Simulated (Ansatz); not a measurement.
Coordination and Ge-73 quadrupole coupling in Ge₃N₄ at a changed volume

Cell: a COD entry, relaxed with PBE at fixed cell and then changed (volume scaled by 0.94, ions relaxed).

```cif
data_Ge3N4
_symmetry_space_group_name_H-M 'Fd-3m:1'
_symmetry_Int_Tables_number 227
_cell_length_a 8.1395
_cell_length_b 8.1395
_cell_length_c 8.1395
_cell_angle_alpha 90.000
_cell_angle_beta 90.000
_cell_angle_gamma 90.000
loop_
_atom_site_label
_atom_site_type_symbol
_atom_site_symmetry_multiplicity
_atom_site_Wyckoff_symbol
_atom_site_fract_x
_atom_site_fract_y
_atom_site_fract_z
Ge1 Ge 16 d 0.1250 0.1250 0.6250
Ge5 Ge 8 a 0.5000 0.5000 0.0000
N N 32 e 0.8827 0.8827 0.3827
```

One atom of each set is listed; the run and its k-mesh use a cell of 14 atoms with edges of 5.76, 5.76, 5.76 Å.

The numbers come from a DFT calculation in Ansatz (PBE, plane waves and PAW, scalar-relativistic, 420 eV cutoff, Γ-centred 6×6×6 k-points, Fermi–Dirac smearing 0.02 eV).

Q(Ge-73) = -196.0 mb.

**Question.** Rank these Ge sites by |C_Q|, smallest first.
A. Ge1: 6 N at 1.97 Å
B. Ge5: 4 N at 1.87 Å

**Answer.** B (0 MHz, η = –), A (0.436 MHz, η = 0.00).

An axis of threefold or higher order runs through Ge1, so V_zz lies along it and η is zero. Ge5 sits on a cubic site, where every gradient vanishes.

At this changed cell the PBE pressure is 16 GPa.
